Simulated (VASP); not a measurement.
## BN in VASP 6.6.1, single-point calculation

INCAR

```
ISMEAR = 2
IBRION = -1
LREAL = .FALSE.
GGA = PE
PREC = Accurate
ISIF = 2
NBANDS = 16
SIGMA = 0.4
ENCUT = 520
LCHARG = .FALSE.
NSW = 0
LWAVE = .FALSE.
LASPH = .TRUE.
NELM = 86
EDIFF = 1E-7
```

KPOINTS

```
KPOINTS created by Atomic Simulation Environment
0
Gamma
12 12 4
0 0 0
```

POSCAR

```
B  N
 1.0000000000000000
     2.3865560374826060   -0.0000000000288675    0.0000000000000000
    -1.1932780187163030    2.0668181560294974    0.0000000000000000
     0.0000000000000000    0.0000000000000000    6.5242672896000000
 B   N
   2   2
Cartesian
  0.0000000000166666  1.3778787706767093  1.6310668224000000
  1.1932780187496361  0.6889393853239210  4.8932004671999998
  0.0000000000166666  1.3778787706767093  4.8932004671999998
  1.1932780187496361  0.6889393853239210  1.6310668224000000
```

The recommended PBE PAW datasets give the neutral cell 16 valence electrons.

Command

```
mpirun -np 1 vasp_std
```

OSZICAR

```
N       E                     dE             d eps       ncg     rms          rms(c)
DAV:   1     0.504585491316E+02    0.50459E+02   -0.81418E+03  1824   0.936E+02
DAV:   2    -0.362066337387E+02   -0.86665E+02   -0.79204E+02  2504   0.232E+02
DAV:   3    -0.391248762381E+02   -0.29182E+01   -0.29096E+01  2360   0.424E+01
DAV:   4    -0.391409853245E+02   -0.16109E-01   -0.16107E-01  2360   0.346E+00
DAV:   5    -0.391411213332E+02   -0.13601E-03   -0.13601E-03  2304   0.303E-01    0.127E+01
DAV:   6    -0.350287652216E+02    0.41124E+01   -0.56840E+00  2352   0.187E+01    0.589E+00
DAV:   7    -0.345388821986E+02    0.48988E+00   -0.89578E-01  2392   0.690E+00    0.348E+00
DAV:   8    -0.344489292578E+02    0.89953E-01   -0.25589E-01  2312   0.360E+00    0.492E-01
DAV:   9    -0.344450302940E+02    0.38990E-02   -0.16436E-02  2032   0.107E+00    0.232E-01
DAV:  10    -0.344459703525E+02   -0.94006E-03   -0.12602E-03  2056   0.278E-01    0.347E-02
DAV:  11    -0.344460647623E+02   -0.94410E-04   -0.10414E-04  2144   0.808E-02    0.281E-02
DAV:  12    -0.344460812906E+02   -0.16528E-04   -0.32033E-05  1944   0.398E-02    0.240E-03
DAV:  13    -0.344460813984E+02   -0.10787E-06   -0.61400E-07  2512   0.647E-03    0.860E-04
DAV:  14    -0.344460814777E+02   -0.79229E-07   -0.12641E-07  1832   0.249E-03
   1 F= -.34446081E+02 E0= -.34446518E+02  d E =0.174794E-02
```

From OUTCAR

```
k-points           NKPTS =     57   k-points in BZ     NKDIM =     57   number of bands    NBANDS=     16

   NELECT =      16.0000    total number of electrons

   dimension x,y,z NGX =    18 NGY =   18 NGZ =   50
   dimension x,y,z NGXF=    36 NGYF=   36 NGZF=  100

  energy-cutoff  :      520.00
  volume of cell :       32.18
      direct lattice vectors                 reciprocal lattice vectors
     2.386556037 -0.000000000  0.000000000     0.419013836  0.241917751  0.000000000
    -1.193278019  2.066818156  0.000000000     0.000000000  0.483835502  0.000000000
     0.000000000  0.000000000  6.524267290     0.000000000  0.000000000  0.153273917

 k-points in reciprocal lattice and weights: KPOINTS created by Atomic Simulation Env
   0.00000000  0.00000000  0.00000000       0.002
   0.08333333 -0.00000000  0.00000000       0.010
   0.16666667 -0.00000000  0.00000000       0.010
   0.25000000 -0.00000000  0.00000000       0.010
   0.33333333 -0.00000000  0.00000000       0.010
   0.41666667  0.00000000  0.00000000       0.010
   0.50000000 -0.00000000  0.00000000       0.005
   0.08333333  0.08333333  0.00000000       0.010
   ...

 E-fermi :   3.2422

 k-point     1 :       0.0000    0.0000    0.0000
  band No.  band energies     occupation
      1     -15.6285      2.00000
      2     -15.3079      2.00000
      3      -3.9765      2.00000
      4      -1.7709      2.00000
      5       1.9359      1.99984
      6       1.9359      1.99984
      7       1.9698      1.99975
      8       1.9698      1.99975
      9       8.3608      0.00000
     10      14.0297      0.00000
     11      15.8660      0.00000
     12      15.8660      0.00000
     13      15.9870      0.00000
     14      15.9870      0.00000
     15      17.8117      0.00000
     16      17.9034      0.00000

 k-point     2 :       0.0833   -0.0000    0.0000
  band No.  band energies     occupation
      1     -15.4779      2.00000
      2     -15.1623      2.00000
      3      -3.7671      2.00000
      4      -1.5801      2.00000
      5       1.3401      2.00000
      6       1.3705      2.00000
      7       1.6325      2.00000
      8       1.6707      2.00000
      9       8.6119      0.00000
     10      13.9917      0.00000
     11      15.7647      0.00000
     12      15.9490      0.00000
     13      16.5506      0.00000
     14      16.6700      0.00000
     15      17.2956      0.00000
     16      18.1835      0.00000

 k-point     3 :       0.1667   -0.0000    0.0000
  band No.  band energies     occupation
      1     -15.0331      2.00000
      2     -14.7328      2.00000
      3      -3.1459      2.00000
      4      -1.0180      2.00000
      5      -0.1865      2.00000
      6      -0.1484      2.00000
      7       0.8999      2.00000
      8       0.9462      2.00000
      9       9.2990      0.00000
     10      13.7180      0.00000
     11      15.4756      0.00000
     12      15.6553      0.00000
     13      15.8907      0.00000
     14      18.4041      0.00000
     15      18.5204      0.00000
     16      19.1572      0.00000

 ...

  Total       13.9569379     13.9569379      0.7652540      0.0000000     -0.0000000      0.0000000
  in kB      694.8564273    694.8564273     38.0987356      0.0000000     -0.0000000      0.0000000
  external PRESSURE =     475.9371967 kB  Pullay stress =       0.0000000 kB

 POSITION                                       TOTAL-FORCE (eV/Angst)
 -----------------------------------------------------------------------------------
      0.00000      1.37788      1.63107        -0.000000      0.000000     -0.000000
      1.19328      0.68894      4.89320        -0.000000     -0.000000     -0.000000
      0.00000      1.37788      4.89320         0.000000      0.000000     -0.000000
      1.19328      0.68894      1.63107         0.000000      0.000000      0.000000
 -----------------------------------------------------------------------------------
    total drift:                               -0.000000      0.000000     -0.000000

  FREE ENERGIE OF THE ION-ELECTRON SYSTEM (eV)
  ---------------------------------------------------
  free  energy   TOTEN  =       -34.4460814777 eV

  energy  without entropy=      -34.4478294155  energy(sigma->0) =      -34.44651846
```

It converged. Results: gap between bands v and c on the k mesh 4.47 eV; least direct gap on the k mesh 5.00 eV; pressure 47.6 GPa. Band v is the last that the valence electrons fill when counted band by band, and c is the next.

One setting is odd (smearing far too wide), but here it hardly changes the result.

On sound settings PBE gives a gap of 4.47 eV on its mesh and a pressure of 47.6 GPa for the intended cell. This run's energy (σ→0) differs from it by 0 meV an atom.

The run took about 25 s on one core of a shared host (Intel Xeon Platinum 8488C) and held 0.15 GiB at most.
